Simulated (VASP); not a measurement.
VASP inputs for WS₂ (distorted fluorite)

INCAR

```
PREC = Accurate
ENCUT = 520
LASPH = .TRUE.
LCHARG = .FALSE.
NELM = 120
EDIFF = 1E-7
LREAL = .FALSE.
SIGMA = 0.02
NBANDS = 20
NSW = 0
LWAVE = .FALSE.
IBRION = -1
GGA = PS
ISMEAR = -1
ISIF = 2
```

KPOINTS

```
KPOINTS created by Atomic Simulation Environment
0
Gamma
6 6 6
0 0 0
```

POSCAR

```
W  S
 1.0000000000000000
    -0.0029000000000000    2.9651999999999998    2.9304999999999999
     2.9207999999999998    0.0413000000000000    2.8864000000000001
     2.9706000000000001    2.9708000000000001   -0.0085000000000000
 W   S
   1   2
Cartesian
  2.9368483599999999  2.9690611300000000  0.0398460600000000
  1.4514420600000000  1.5242196900000000  1.4521770199999999
  4.3811232499999999  4.4493337700000000  4.3470911899999995
```

VASP ran with the recommended PBE PAW datasets (26 valence electrons in the cell).

**Question.** Estimate the main results of this run.

**Answer.** gap between bands v and c on the k mesh -0.80 eV (bands overlap: a metal); least direct gap on the k mesh 0.07 eV; pressure -5.1 GPa; largest force 0.30 eV/Å.
